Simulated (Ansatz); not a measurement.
# HfO2: a short molecular-dynamics run

Aim: set HfO2 (a distorted structure, 12 atoms, not relaxed) in motion for 30 steps of 0.5 fs under a Langevin thermostat and barostat at 900 K and 0 GPa, and see how temperature, energy and positions respond.

Method: DFT PBEsol, plane waves, PAW, scalar-relativistic, no spin polarisation, in Ansatz 0.2.0.

## (1) The structure to begin with

The cell holds 12 atoms (Hf4O8): a = 5.171 Å, b = 5.203 Å, c = 5.355 Å, α = 89.85°, β = 99.06°, γ = 90.07°.

Structure file:

```
CELL_PARAMETERS angstrom
5.17125 -0.00310 -0.00439
-0.00312 5.20272 0.00650
-0.83876 0.00712 5.28895
ATOMIC_POSITIONS crystal
Hf 0.29919 0.05691 0.22280
Hf 0.72216 0.57461 0.28302
Hf 0.71952 0.95270 0.78743
Hf 0.28032 0.45518 0.71205
O 0.08423 0.31169 0.34636
O 0.91207 0.83193 0.14806
O 0.92882 0.68409 0.64252
O 0.07608 0.17369 0.82532
O 0.46767 0.74376 0.49320
O 0.54057 0.24500 0.99368
O 0.52688 0.26556 0.50461
O 0.46191 0.75737 0.00387
```

## (2) The run

File input.yaml:

```yaml
crystal:
  lattice:
    - [5.171253, -0.003103, -0.004394]
    - [-0.003124, 5.202715, 0.006501]
    - [-0.838764, 0.007116, 5.288955]
  atoms:
    - { symbol: Hf, position: [0.299189, 0.056914, 0.2228] }
    - { symbol: Hf, position: [0.722163, 0.574605, 0.283016] }
    - { symbol: Hf, position: [0.719524, 0.952698, 0.787425] }
    - { symbol: Hf, position: [0.28032, 0.455181, 0.712047] }
    - { symbol: O, position: [0.084234, 0.311691, 0.346363] }
    - { symbol: O, position: [0.912068, 0.831929, 0.14806] }
    - { symbol: O, position: [0.928819, 0.684092, 0.642524] }
    - { symbol: O, position: [0.076078, 0.173694, 0.825323] }
    - { symbol: O, position: [0.467667, 0.743761, 0.493197] }
    - { symbol: O, position: [0.540572, 0.245004, 0.993676] }
    - { symbol: O, position: [0.526881, 0.265564, 0.50461] }
    - { symbol: O, position: [0.461913, 0.757371, 0.00387] }
kpoints:
  mp_grid: { grid: [3, 3, 3] }
magnetization:
  spin_polarized: false
scf:
  occupations: { method: cold, width: 0.15 }
hamiltonian:
  pseudopotentials: { kind: paw }
  xc: pbesol
basis:
  ecutwfc: 420
md:
  timestep: 0.5
  n_steps: 30
  ensemble: npt_langevin
  temperature: 900.0
  initial_velocities: maxwell_boltzmann
  seed: 724858
  pressure: 0.0
```

On the command line:

```sh
$ ansatz run input.yaml --threads 2 --pin off --max-ram 2560MiB --backend cpu --events-out ev --progress --plain --runs-dir out
```

What it wrote:

```text
Warning: md: disabling space-group detection — thermal motion breaks the input geometry's symmetry, so no spatial operation reduces the k-mesh or symmetrises the density; time reversal is kept, so that k and −k are solved as one point where they differ and the mesh holds both, and exact exchange and, on two spinor components, a DFT+U term hold to it where the run has them: on two components no moment then forms, and a state that bears one, which a typed moment (crystal.atoms[].spin; refused beside efield: under a hybrid functional) reaches, can lie lower, under hf by electronvolts; crystal.symmetry.detect: false (a key that needs symmetry detection or time reversal refuses this as the deck is read) with time_reversal: false beside it drops time reversal too
Warning: RAYON_NUM_THREADS=2 ignored (pool sized by the plan → 2); use --threads N
Engine: ansatz 0.2.0, aarch64-unknown-linux-gnu
Pseudopotentials: kind: paw
Pseudopotential: Hf, paw, valence charge 26, recommended cutoff 420 eV (normal), Hf.paw.azcp
Pseudopotential: O, paw, valence charge 6, recommended cutoff 420 eV (normal), O.paw.azcp
Functional definition: PBEsol
  exchange = pbesol_x
  correlation = pbesol_c
Crystal: 12 atoms, lattice volume = 142.278 Å³
Basis set: ecut = 420 eV (smoothed over ±3.0 %; plane waves to 437.0 eV, density to 1747.9 eV), 2939 PW (Γ), exchange–correlation on 72×72×80 points (8 copies of the dense FFT grid, shifted against one another)
Bands: 92, of which v1, the nominal top of the filled ones, is band 76 counted from 1 (75 counted from 0)
Symmetry: 1 space group operations
k-points: 14 of 27 (time reversal used)
Non-local potential: Hf, projectors of the file, l = 0: 3, l = 1: 2, l = 2: 2, l = 3: 3
Non-local potential: O, projectors of the file, l = 0: 2, l = 1: 2, l = 2: 1
PAW form: soft (Blöchl's): semilocal exchange-correlation on the pseudo side does not see the compensation charge
PAW frozen core: Hf, regenerated for the run's functional, and the local potential with it (the file was generated under x = pbe(κ = 0.804, μ = 0.2195149727645171), c = pbe(β = 0.06672455060314922))
PAW frozen core: O, regenerated for the run's functional, and the local potential with it (the file was generated under x = pbe(κ = 0.804, μ = 0.2195149727645171), c = pbe(β = 0.06672455060314922))
PAW one-centre angular grid: Hf, 590 points (default); XC on 64 Gauss nodes
PAW one-centre angular grid: O, 110 points (default); XC on 64 Gauss nodes
Initial density: superposition of atomic densities (neutral atoms: chi_scale 0, normalization atom), corrected by the library's trained network
Initial wavefunctions: pseudopotential atomic-orbital guess
Functional: x = pbesol(κ = 0.804, μ = 0.12345679012345678), c = pbesol(β = 0.046)
SCF iter   1: F=—  HF=-66899.378323 eV  |F-HF|=—  |Δ(HF+E_count)|=         —  Δρ=1.86e-2  dr2=4.09e-1  ethr=1.77e-3  ⟨swp⟩=5.2  Hψ=4238  notcnv=0
preconditioner: auto → Resta (q_TF=auto, 2.759 Å⁻¹)  ε∞=5.3  [insulator: Δε(μ)=3.699 eV  Ē_g=17.923 eV  σ=0.150 eV  W_gap=1.00  n_scr=52 (ndim 8)  ℏωp=37.4 eV  f_vac=0.093  D(μ)=-0.00/eV (n_scr^D=0)  ε∞_Penn≈5.3]
SCF iter   2: F=—  HF=-66899.277759 eV  |F-HF|=—  |Δ(HF+E_count)|=   1.01e-1  S|Δr|=    0.00e0  Δρ=3.37e-3  dr2=6.99e-3  ethr=2.69e-4  ⟨swp⟩=2.0  Hψ=2344  notcnv=0  defer=124
SCF iter   3: F=—  HF=-66899.277110 eV  |F-HF|=—  |Δ(HF+E_count)|=   6.49e-4  S|Δr|=    0.00e0  Δρ=1.61e-3  dr2=1.93e-3  ethr=4.60e-6  ⟨swp⟩=2.0  Hψ=1984  notcnv=0  defer=124
SCF iter   4: F=—  HF=-66899.277540 eV  |F-HF|=—  |Δ(HF+E_count)|=   4.30e-4  S|Δr|=    0.00e0  Δρ=7.91e-4  dr2=5.53e-4  ethr=1.27e-6  ⟨swp⟩=2.4  Hψ=1963  notcnv=0  defer=124
SCF iter   5: F=—  HF=-66899.277658 eV  |F-HF|=—  |Δ(HF+E_count)|=   1.18e-4  S|Δr|=    0.00e0  Δρ=1.57e-4  dr2=3.37e-5  ethr=3.64e-7  ⟨swp⟩=2.0  Hψ=1807  notcnv=0  defer=124
SCF iter   6: F=—  HF=-66899.277699 eV  |F-HF|=—  |Δ(HF+E_count)|=   4.05e-5  S|Δr|=    0.00e0  Δρ=1.02e-4  dr2=1.13e-5  ethr=2.22e-8  ⟨swp⟩=2.0  Hψ=2209  notcnv=0  defer=124
SCF iter   7: F=—  HF=-66899.277704 eV  |F-HF|=—  |Δ(HF+E_count)|=   5.14e-6  S|Δr|=    0.00e0  Δρ=3.48e-5  dr2=1.21e-6  ethr=7.41e-9  ⟨swp⟩=2.0  Hψ=1979  notcnv=0  defer=124
SCF iter   8: F=—  HF=-66899.277704 eV  |F-HF|=—  |Δ(HF+E_count)|=   3.42e-7  S|Δr|=    0.00e0  Δρ=8.47e-6  dr2=1.28e-7  ethr=7.94e-10  ⟨swp⟩=2.0  Hψ=1977  notcnv=0  defer=124
SCF iter   9: F=—  HF=-66899.277704 eV  |F-HF|=—  |Δ(HF+E_count)|=   1.86e-8  S|Δr|=    0.00e0  Δρ=5.04e-6  dr2=2.94e-8  ethr=8.39e-11  ⟨swp⟩=2.0  Hψ=2209  notcnv=0  defer=124
SCF iter  10: F=—  HF=-66899.277704 eV  |F-HF|=—  |Δ(HF+E_count)|=   6.78e-9  S|Δr|=    0.00e0  Δρ=2.99e-6  dr2=1.31e-8  ethr=7.89e-12  ⟨swp⟩=5.0  Hψ=5052  notcnv=0
SCF iter  11: F=-66899.277704 eV  HF=-66899.277704 eV  |F-HF|=2.69e-9  |Δ(HF+E_count)|=   3.41e-9  S|Δr|=    0.00e0  Δρ=1.93e-6  dr2=4.62e-9  ethr=7.89e-12  ⟨swp⟩=4.8  Hψ=4567  notcnv=0
SCF 1 converged in 11 iterations: F = -66899.277704 eV  dr2 = 4.62e-9
md step     0: t =     0.00 fs  T =   825.0 K  F+E_penalty+E_count = -66899.27770439 eV  E_kin = 1.279674 eV  conserved = -66898.38253596 eV  P_inst = 0.5932 GPa  V = 142.2775 Å³  selection 1  (11 SCF iters)
Crystal: 12 atoms, lattice volume = 142.281 Å³
Initial density: handed on by an earlier stage of this run
Initial wavefunctions: those handed on with the density
iter 1 solved again at ethr=3.45e-7 eV; its pass at ethr=3.10e-3 eV (dr2=5.24e-4 eV) is discarded
SCF iter   1: F=—  HF=-66899.243150 eV  |F-HF|=—  |Δ(HF+E_count)|=         —  Δρ=8.11e-4  dr2=5.67e-4  ethr=3.45e-7  ⟨swp⟩=2.3  Hψ=5743  notcnv=0
preconditioner: auto → Resta (q_TF=auto, 2.759 Å⁻¹)  ε∞=5.3  [insulator: Δε(μ)=3.929 eV  Ē_g=17.972 eV  σ=0.150 eV  W_gap=1.00  n_scr=52 (ndim 8)  ℏωp=37.4 eV  f_vac=0.090  D(μ)=0.00/eV (n_scr^D=0)  ε∞_Penn≈5.3]
SCF iter   2: F=—  HF=-66899.243069 eV  |F-HF|=—  |Δ(HF+E_count)|=   8.17e-5  S|Δr|=    0.00e0  Δρ=4.54e-4  dr2=1.87e-4  ethr=3.45e-7  ⟨swp⟩=1.0  Hψ=1288  notcnv=0
SCF iter   3: F=—  HF=-66899.243048 eV  |F-HF|=—  |Δ(HF+E_count)|=   2.05e-5  S|Δr|=    0.00e0  Δρ=1.33e-4  dr2=2.42e-5  ethr=1.23e-7  ⟨swp⟩=2.0  Hψ=2212  notcnv=0
SCF iter   4: F=—  HF=-66899.243029 eV  |F-HF|=—  |Δ(HF+E_count)|=   1.88e-5  S|Δr|=    0.00e0  Δρ=4.19e-5  dr2=2.65e-6  ethr=1.59e-8  ⟨swp⟩=2.0  Hψ=2324  notcnv=0
SCF iter   5: F=—  HF=-66899.243033 eV  |F-HF|=—  |Δ(HF+E_count)|=   3.83e-6  S|Δr|=    0.00e0  Δρ=1.69e-5  dr2=3.51e-7  ethr=1.74e-9  ⟨swp⟩=2.0  Hψ=2352  notcnv=0
SCF iter   6: F=—  HF=-66899.243033 eV  |F-HF|=—  |Δ(HF+E_count)|=   7.32e-9  S|Δr|=    0.00e0  Δρ=7.12e-6  dr2=6.84e-8  ethr=2.31e-10  ⟨swp⟩=2.0  Hψ=2352  notcnv=0
SCF iter   7: F=-66899.243033 eV  HF=-66899.243033 eV  |F-HF|=2.18e-9  |Δ(HF+E_count)|=   1.74e-8  S|Δr|=    0.00e0  Δρ=2.47e-6  dr2=9.84e-9  ethr=7.89e-12  ⟨swp⟩=3.1  Hψ=5797  notcnv=0
SCF 2 converged in 7 iterations: F = -66899.243033 eV  dr2 = 9.84e-9
md step     1: t =     0.50 fs  T =   768.6 K  F+E_penalty+E_count = -66899.24303319 eV  E_kin = 1.192253 eV  conserved = -66898.38246126 eV  P_inst = 0.7183 GPa  V = 142.2811 Å³  selection 1  (7 SCF iters)
Crystal: 12 atoms, lattice volume = 142.289 Å³
iter 1 solved again at ethr=3.23e-7 eV; its pass at ethr=3.10e-3 eV (dr2=4.91e-4 eV) is discarded
SCF iter   1: F=—  HF=-66899.212745 eV  |F-HF|=—  |Δ(HF+E_count)|=         —  Δρ=7.88e-4  dr2=5.28e-4  ethr=3.23e-7  ⟨swp⟩=2.5  Hψ=5719  notcnv=0
preconditioner: auto → Resta (q_TF=auto, 2.758 Å⁻¹)  ε∞=5.3  [insulator: Δε(μ)=3.945 eV  Ē_g=17.973 eV  σ=0.150 eV  W_gap=1.00  n_scr=52 (ndim 8)  ℏωp=37.4 eV  f_vac=0.090  D(μ)=-0.00/eV (n_scr^D=0)  ε∞_Penn≈5.3]
SCF iter   2: F=—  HF=-66899.212677 eV  |F-HF|=—  |Δ(HF+E_count)|=   6.80e-5  S|Δr|=    0.00e0  Δρ=4.40e-4  dr2=1.74e-4  ethr=3.23e-7  ⟨swp⟩=1.0  Hψ=1288  notcnv=0
SCF iter   3: F=—  HF=-66899.212663 eV  |F-HF|=—  |Δ(HF+E_count)|=   1.49e-5  S|Δr|=    0.00e0  Δρ=1.33e-4  dr2=2.42e-5  ethr=1.14e-7  ⟨swp⟩=2.0  Hψ=2091  notcnv=0
SCF iter   4: F=—  HF=-66899.212638 eV  |F-HF|=—  |Δ(HF+E_count)|=   2.49e-5  S|Δr|=    0.00e0  Δρ=4.09e-5  dr2=2.53e-6  ethr=1.59e-8  ⟨swp⟩=2.0  Hψ=2324  notcnv=0
```

## (3) The log goes on

Output, continued:

```text
SCF iter   5: F=—  HF=-66899.212640 eV  |F-HF|=—  |Δ(HF+E_count)|=   2.54e-6  S|Δr|=    0.00e0  Δρ=1.70e-5  dr2=3.64e-7  ethr=1.66e-9  ⟨swp⟩=2.0  Hψ=2324  notcnv=0
SCF iter   6: F=—  HF=-66899.212640 eV  |F-HF|=—  |Δ(HF+E_count)|=   1.39e-8  S|Δr|=    0.00e0  Δρ=6.66e-6  dr2=6.04e-8  ethr=2.40e-10  ⟨swp⟩=2.0  Hψ=2128  notcnv=0
SCF iter   7: F=-66899.212640 eV  HF=-66899.212640 eV  |F-HF|=1.18e-9  |Δ(HF+E_count)|=   1.31e-8  S|Δr|=    0.00e0  Δρ=2.41e-6  dr2=9.22e-9  ethr=7.89e-12  ⟨swp⟩=5.0  Hψ=5501  notcnv=0
SCF 3 converged in 7 iterations: F = -66899.212640 eV  dr2 = 9.22e-9
md step     2: t =     1.00 fs  T =   748.3 K  F+E_penalty+E_count = -66899.21264019 eV  E_kin = 1.160665 eV  conserved = -66898.38241141 eV  P_inst = 0.8526 GPa  V = 142.2894 Å³  selection 1  (7 SCF iters)
[... from here on, the SCF cycles and remarks between the steps are left out ...]
md step     3: t =     1.50 fs  T =   749.8 K  F+E_penalty+E_count = -66899.18849855 eV  E_kin = 1.163011 eV  conserved = -66898.38240028 eV  P_inst = 0.9827 GPa  V = 142.2975 Å³  selection 1  (7 SCF iters)
md step     4: t =     2.00 fs  T =   764.1 K  F+E_penalty+E_count = -66899.17032851 eV  E_kin = 1.185156 eV  conserved = -66898.38236870 eV  P_inst = 1.0981 GPa  V = 142.3078 Å³  selection 1  (7 SCF iters)
md step     5: t =     2.50 fs  T =   761.4 K  F+E_penalty+E_count = -66899.15910347 eV  E_kin = 1.181036 eV  conserved = -66898.38234248 eV  P_inst = 1.1556 GPa  V = 142.3221 Å³  selection 1  (4 SCF iters)
md step     6: t =     3.00 fs  T =   726.2 K  F+E_penalty+E_count = -66899.15769122 eV  E_kin = 1.126375 eV  conserved = -66898.38230492 eV  P_inst = 1.1228 GPa  V = 142.3399 Å³  selection 1  (5 SCF iters)
md step     7: t =     3.50 fs  T =   739.0 K  F+E_penalty+E_count = -66899.16467576 eV  E_kin = 1.146281 eV  conserved = -66898.38228659 eV  P_inst = 1.1041 GPa  V = 142.3566 Å³  selection 1  (4 SCF iters)
md step     8: t =     4.00 fs  T =   751.8 K  F+E_penalty+E_count = -66899.17882471 eV  E_kin = 1.166162 eV  conserved = -66898.38227952 eV  P_inst = 1.0534 GPa  V = 142.3712 Å³  selection 1  (4 SCF iters)
md step     9: t =     4.50 fs  T =   736.7 K  F+E_penalty+E_count = -66899.20124489 eV  E_kin = 1.142641 eV  conserved = -66898.38227230 eV  P_inst = 0.9251 GPa  V = 142.3917 Å³  selection 1  (4 SCF iters)
md step    10: t =     5.00 fs  T =   798.3 K  F+E_penalty+E_count = -66899.23411435 eV  E_kin = 1.238313 eV  conserved = -66898.38232419 eV  P_inst = 0.8180 GPa  V = 142.4256 Å³  selection 1  (7 SCF iters)
md step    11: t =     5.50 fs  T =   831.5 K  F+E_penalty+E_count = -66899.27549327 eV  E_kin = 1.289828 eV  conserved = -66898.38236953 eV  P_inst = 0.6225 GPa  V = 142.4652 Å³  selection 1  (5 SCF iters)
md step    12: t =     6.00 fs  T =   834.3 K  F+E_penalty+E_count = -66899.32257981 eV  E_kin = 1.294164 eV  conserved = -66898.38242872 eV  P_inst = 0.3575 GPa  V = 142.4993 Å³  selection 1  (5 SCF iters)
md step    13: t =     6.50 fs  T =   883.6 K  F+E_penalty+E_count = -66899.37555363 eV  E_kin = 1.370539 eV  conserved = -66898.38249109 eV  P_inst = 0.0975 GPa  V = 142.5365 Å³  selection 1  (5 SCF iters)
md step    14: t =     7.00 fs  T =   905.2 K  F+E_penalty+E_count = -66899.43231243 eV  E_kin = 1.404085 eV  conserved = -66898.38253970 eV  P_inst = -0.2395 GPa  V = 142.5823 Å³  selection 1  (4 SCF iters)
md step    15: t =     7.50 fs  T =   922.7 K  F+E_penalty+E_count = -66899.49269366 eV  E_kin = 1.431264 eV  conserved = -66898.38257672 eV  P_inst = -0.6087 GPa  V = 142.6280 Å³  selection 1  (5 SCF iters)
md step    16: t =     8.00 fs  T =   952.8 K  F+E_penalty+E_count = -66899.55447871 eV  E_kin = 1.477931 eV  conserved = -66898.38260822 eV  P_inst = -0.9761 GPa  V = 142.6723 Å³  selection 1  (5 SCF iters)
md step    17: t =     8.50 fs  T =  1022.7 K  F+E_penalty+E_count = -66899.61500976 eV  E_kin = 1.586393 eV  conserved = -66898.38266365 eV  P_inst = -1.2984 GPa  V = 142.7153 Å³  selection 1  (4 SCF iters)
md step    18: t =     9.00 fs  T =  1124.1 K  F+E_penalty+E_count = -66899.67662710 eV  E_kin = 1.743617 eV  conserved = -66898.38277851 eV  P_inst = -1.5869 GPa  V = 142.7508 Å³  selection 1  (4 SCF iters)
md step    19: t =     9.50 fs  T =  1183.6 K  F+E_penalty+E_count = -66899.73975043 eV  E_kin = 1.835844 eV  conserved = -66898.38284987 eV  P_inst = -1.9265 GPa  V = 142.7815 Å³  selection 1  (5 SCF iters)
md step    20: t =    10.00 fs  T =  1197.8 K  F+E_penalty+E_count = -66899.80148961 eV  E_kin = 1.857877 eV  conserved = -66898.38290479 eV  P_inst = -2.3097 GPa  V = 142.8068 Å³  selection 1  (7 SCF iters)
md step    21: t =    10.50 fs  T =  1229.0 K  F+E_penalty+E_count = -66899.85944808 eV  E_kin = 1.906380 eV  conserved = -66898.38296641 eV  P_inst = -2.6425 GPa  V = 142.8178 Å³  selection 1  (5 SCF iters)
md step    22: t =    11.00 fs  T =  1219.8 K  F+E_penalty+E_count = -66899.91271349 eV  E_kin = 1.892091 eV  conserved = -66898.38297029 eV  P_inst = -2.9832 GPa  V = 142.8139 Å³  selection 1  (5 SCF iters)
md step    23: t =    11.50 fs  T =  1251.6 K  F+E_penalty+E_count = -66899.96153006 eV  E_kin = 1.941328 eV  conserved = -66898.38302739 eV  P_inst = -3.2553 GPa  V = 142.8039 Å³  selection 1  (4 SCF iters)
md step    24: t =    12.00 fs  T =  1244.6 K  F+E_penalty+E_count = -66900.00617820 eV  E_kin = 1.930463 eV  conserved = -66898.38309467 eV  P_inst = -3.5491 GPa  V = 142.7861 Å³  selection 1  (5 SCF iters)
md step    25: t =    12.50 fs  T =  1272.6 K  F+E_penalty+E_count = -66900.04595561 eV  E_kin = 1.974013 eV  conserved = -66898.38311074 eV  P_inst = -3.7636 GPa  V = 142.7540 Å³  selection 1  (5 SCF iters)
md step    26: t =    13.00 fs  T =  1305.7 K  F+E_penalty+E_count = -66900.07925447 eV  E_kin = 2.025335 eV  conserved = -66898.38312194 eV  P_inst = -3.9275 GPa  V = 142.7096 Å³  selection 1  (5 SCF iters)
md step    27: t =    13.50 fs  T =  1368.9 K  F+E_penalty+E_count = -66900.10446091 eV  E_kin = 2.123273 eV  conserved = -66898.38319220 eV  P_inst = -4.0135 GPa  V = 142.6593 Å³  selection 1  (4 SCF iters)
md step    28: t =    14.00 fs  T =  1471.6 K  F+E_penalty+E_count = -66900.12124766 eV  E_kin = 2.282572 eV  conserved = -66898.38331489 eV  P_inst = -4.0117 GPa  V = 142.5998 Å³  selection 1  (4 SCF iters)
md step    29: t =    14.50 fs  T =  1416.6 K  F+E_penalty+E_count = -66900.12967502 eV  E_kin = 2.197290 eV  conserved = -66898.38322958 eV  P_inst = -4.1591 GPa  V = 142.5393 Å³  selection 1  (4 SCF iters)
Crystal: 12 atoms, lattice volume = 142.482 Å³
iter 1 solved again at ethr=6.83e-7 eV; its pass at ethr=3.10e-3 eV (dr2=1.04e-3 eV) is discarded
SCF iter   1: F=—  HF=-66900.129863 eV  |F-HF|=—  |Δ(HF+E_count)|=         —  Δρ=1.02e-3  dr2=9.13e-4  ethr=6.83e-7  ⟨swp⟩=2.0  Hψ=5921  notcnv=0
preconditioner: auto → Resta (q_TF=auto, 2.758 Å⁻¹)  ε∞=5.3  [insulator: Δε(μ)=3.934 eV  Ē_g=17.961 eV  σ=0.150 eV  W_gap=1.00  n_scr=52 (ndim 8)  ℏωp=37.3 eV  f_vac=0.077  D(μ)=-0.00/eV (n_scr^D=0)  ε∞_Penn≈5.3]
SCF iter   2: F=—  HF=-66900.129736 eV  |F-HF|=—  |Δ(HF+E_count)|=   1.27e-4  S|Δr|=    0.00e0  Δρ=5.50e-4  dr2=2.79e-4  ethr=6.00e-7  ⟨swp⟩=1.0  Hψ=1288  notcnv=0
SCF iter   3: F=—  HF=-66900.129702 eV  |F-HF|=—  |Δ(HF+E_count)|=   3.38e-5  S|Δr|=    0.00e0  Δρ=2.11e-4  dr2=5.51e-5  ethr=1.83e-7  ⟨swp⟩=2.0  Hψ=2108  notcnv=0
SCF iter   4: F=—  HF=-66900.129763 eV  |F-HF|=—  |Δ(HF+E_count)|=   6.08e-5  S|Δr|=    0.00e0  Δρ=4.55e-5  dr2=3.09e-6  ethr=3.62e-8  ⟨swp⟩=2.0  Hψ=2186  notcnv=0
SCF iter   5: F=—  HF=-66900.129762 eV  |F-HF|=—  |Δ(HF+E_count)|=   1.53e-6  S|Δr|=    0.00e0  Δρ=1.77e-5  dr2=4.08e-7  ethr=2.04e-9  ⟨swp⟩=2.0  Hψ=2155  notcnv=0
SCF iter   6: F=—  HF=-66900.129761 eV  |F-HF|=—  |Δ(HF+E_count)|=   6.14e-8  S|Δr|=    0.00e0  Δρ=7.88e-6  dr2=7.46e-8  ethr=2.68e-10  ⟨swp⟩=2.0  Hψ=2340  notcnv=0
SCF iter   7: F=-66900.129761 eV  HF=-66900.129761 eV  |F-HF|=1.95e-9  |Δ(HF+E_count)|=   6.58e-9  S|Δr|=    0.00e0  Δρ=2.44e-6  dr2=9.23e-9  ethr=7.89e-12  ⟨swp⟩=3.0  Hψ=5821  notcnv=0
SCF 31 converged in 7 iterations: F = -66900.129761 eV  dr2 = 9.23e-9
md step    30: t =    15.00 fs  T =  1355.9 K  F+E_penalty+E_count = -66900.12976147 eV  E_kin = 2.103088 eV  conserved = -66898.38318798 eV  P_inst = -4.2812 GPa  V = 142.4819 Å³  selection 1  (7 SCF iters)
Basis set: ecut = 420 eV, 2807 PW (Γ), exchange–correlation on 72×72×72 points (8 copies of the dense FFT grid, shifted against one another)
Initial wavefunctions: pseudopotential atomic-orbital guess (no wavefunctions were taken with the density)
iter 1 solved again at ethr=7.42e-8 eV; its pass at ethr=3.10e-3 eV (dr2=1.13e-4 eV) is discarded
SCF iter   1: F=—  HF=-66900.130703 eV  |F-HF|=—  |Δ(HF+E_count)|=         —  Δρ=1.47e-5  dr2=4.65e-8  ethr=7.42e-8  ⟨swp⟩=3.9  Hψ=7889  notcnv=0
preconditioner: auto → Resta (q_TF=auto, 2.758 Å⁻¹)  ε∞=5.3  [insulator: Δε(μ)=3.933 eV  Ē_g=17.961 eV  σ=0.150 eV  W_gap=1.00  n_scr=52 (ndim 8)  ℏωp=37.3 eV  f_vac=0.077  D(μ)=0.00/eV (n_scr^D=0)  ε∞_Penn≈5.3]
SCF iter   2: F=—  HF=-66900.130832 eV  |F-HF|=—  |Δ(HF+E_count)|=   1.28e-4  S|Δr|=    0.00e0  Δρ=7.38e-6  dr2=1.35e-8  ethr=3.06e-11  ⟨swp⟩=3.1  Hψ=2874  notcnv=0
SCF iter   3: F=-66900.130832 eV  HF=-66900.130832 eV  |F-HF|=8.15e-10  |Δ(HF+E_count)|=   3.63e-8  S|Δr|=    0.00e0  Δρ=1.93e-6  dr2=2.45e-9  ethr=7.89e-12  ⟨swp⟩=4.4  Hψ=4541  notcnv=0
SCF 32 converged in 3 iterations: F = -66900.130832 eV  dr2 = 2.45e-9
SCF converged after 3 iterations
Stability not checked: this state was not tested for a lower state beside it, because cold or Methfessel-Paxton smearing, or corrected tetrahedra, fill the levels in a way that the test cannot read (fill_not_monotonic; see scf.lower_state_search)
Free energy (F): -66900.130832 eV
Harris-Foulkes:  -66900.130832 eV  (|F-HF|=8.15e-10)
Internal energy: -66900.130832 eV  (E = F + TS)
E sigma→0 (E₀):  -66900.130832 eV
Fermi energy:    15.647818 eV
Step filling:    the computed levels leave a gap of 3.9328 eV = 26.2 smearing widths at the electron count; against every level under it full and every level over it empty, smearing changes F+E_penalty+E_count by +2.90e-78 meV and its σ→0 estimate by -6.83e-75 meV
--- Per-component energies (eV) ---
  E_band       = -97.775057
  E_kinetic    = 3077.977779
  E_local      = -25029.513345  (includes V_loc(G=0)·N_el)
  E_nonlocal   = -4563.096543
  E_hartree    = 11411.695199
  E_xc         = -1771.110207
  E_vxc        = -1808.793480  (∫ρ·V_xc dr)
  E_paw        = -28445.295152  (= ΣΔE_a)
  E_vpaw       = 5402.241150  (= ΣTr[D̂ρ^β])
  E_aug_tail   = 0.019754  (compensation charges beyond the density's cutoff)
  E_ewald      = -21586.094987
  E_core_change = 5.286670  (= ΣΔE_core)
  E_smearing   = 0.000000  (= −TS)
  E_closure    = 0.000000  (closes the sum)
  Σ components = -66900.130832   (vs F -66900.130832, Δ=0.00e0)
--- Forces (eV/Å), atoms counted from 1 ---
  atom   1  Hf    -1.93043395    -0.24698352    -0.31223679
  atom   2  Hf    -0.16039646    -1.80285952     1.44410957
  atom   3  Hf     0.22066492     0.46666677     0.11186123
  atom   4  Hf    -1.12622202     0.46501004    -0.29158879
  atom   5  O     -0.14762826     0.81961822     0.10347447
  atom   6  O      0.12845449     0.95887004    -0.31379962
  atom   7  O      0.35492933    -0.88734805    -0.25769302
  atom   8  O      0.26723616     0.49267410     1.07169110
  atom   9  O      0.06239719     0.32792780    -0.45918945
  atom  10  O      0.25210602    -1.25883532    -0.63158377
  atom  11  O      0.50990073    -0.52847360    -0.34473861
  atom  12  O      1.56899297     1.19373230    -0.12029445
  max |Σ_I F_I| component: 1.19e-5 eV/Å
--- Stress (GPa, compression-positive) ---
       -8.471456       0.275424      -3.536630
        0.275424      -3.618232      -1.658912
       -3.536630      -1.658912      -5.489728
  P = ⅓ Tr σ = -5.8598 GPa (-58.598 kbar)
--- MD trajectory: 30 steps, t = 0.0 → 15.0 fs ---
  final state: T = 1355.9 K   F+E_penalty+E_count = -66900.12976147 eV   E_kin = 2.103088 eV
  conserved energy: peak-to-peak 1.043e-3 eV (8.688e-5 eV/atom) over 15.0 fs
  cell: V = 142.4819 Å³ at the end; means of 31 rows, the approach among them: V = 142.5505 Å³, P_inst = -1.0978 GPa
  mean static stress (GPa): xx -0.7109  yy -0.9854  zz -5.1238  yz -1.6643  xz -3.1744  xy 0.7570
  the result is of one more SCF, on plane waves selected at the last cell: its energy does not rank with the rows'
```

Run time: 3.9 min. Hardware: 2 threads of Arm Neoverse V2, shared host; peak memory 0.61 GiB.

(Part 1 of 2 ends here.)
